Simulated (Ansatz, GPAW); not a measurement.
Given: the input of a run of Ansatz 0.2.0 on TePb. 

Contents of input.yaml:

```yaml
crystal:
  lattice:
    - [0.0, 3.231, 3.231]
    - [3.231, 0.0, 3.231]
    - [3.231, 3.231, 0.0]
  atoms:
    - { symbol: Pb, position: [0.0, 0.0, 0.0] }
    - { symbol: Te, position: [0.5, 0.5, 0.5] }
kpoints:
  mp_grid: { grid: [7, 7, 7] }
scf:
  occupations: { method: gaussian, width: 0.025 }
hamiltonian:
  xc: pbe
  pseudopotentials: { kind: all_electron, lapw: { basis_error: 0.001 } }
output:
  forces: true
  stress: true
  eigenvalues: true
```

Potentials or basis: all-electron LAPW, scalar-relativistic.

Run with:

```sh
$ ansatz run input.yaml --threads 1 --pin off --max-ram 3072MiB --backend cpu --events-out ev --progress --plain --runs-dir out
```

Problem. Set up the same calculation for GPAW 26.7.0 (ASE script). Potentials or basis there: GPAW PAW data sets (gpaw-data 1.2.1), cutoff 600 eV.

Solution. As run (cutoffs and basis follow the program's own potentials, and thresholds, step limits or extra output files can differ):

run.py

```python
from ase import Atoms
from ase.dft.bandgap import bandgap
from ase.io import write
from ase.units import Bohr, GPa
from gpaw import GPAW, PW
from gpaw.elf import elf_from_dft_calculation

atoms = Atoms(['Pb', 'Te'],
              cell=[[0.0, 3.231, 3.231],
                    [3.231, 0.0, 3.231],
                    [3.231, 3.231, 0.0]],
              scaled_positions=[[0.0, 0.0, 0.0],
                                [0.5, 0.5, 0.5]],
              pbc=True)

calc = GPAW(mode=PW(600),
            xc='PBE',
            kpts={'size': (7, 7, 7), 'gamma': True},
            occupations={'name': 'methfessel-paxton', 'order': 0, 'width': 0.025},
            nbands=19,
            convergence={'density': 1e-05, 'energy': 1e-05},
            maxiter=150,
            txt='gpaw.txt')
atoms.calc = calc
energy = atoms.get_potential_energy()
forces = atoms.get_forces()
stress = atoms.get_stress()
calc.write('gs.gpw')
write('result.traj', atoms)
print(f'Energy: {energy:.6f} eV')
print('Forces (eV/A):')
print(forces.round(4))
print('Stress (GPa):', (stress / GPa).round(3))
print('Fermi level:', round(calc.get_fermi_level(), 4), 'eV')
print(f'Gap: {bandgap(calc)[0]:.4f} eV, direct: {bandgap(calc, direct=True)[0]:.4f} eV')

# fields on the real-space grid
write('density.cube', atoms, data=calc.get_pseudo_density() * Bohr**3)
write('potential.cube', atoms, data=calc.get_electrostatic_potential())
write('elf.cube', atoms, data=elf_from_dft_calculation(calc).data)
```

Potentials or basis: GPAW PAW data sets (gpaw-data 1.2.1), pw.

Command:

```bash
$ OMP_NUM_THREADS=1 python run.py
```

Both were run:

|  | Ansatz | GPAW |
| --- | --- | --- |
| Pressure | 2.1 GPa | 1.8 GPa |

Where Ansatz's input types no cutoff or centring, it takes its own default and a Γ-centred mesh.

Pressure is positive in compression.
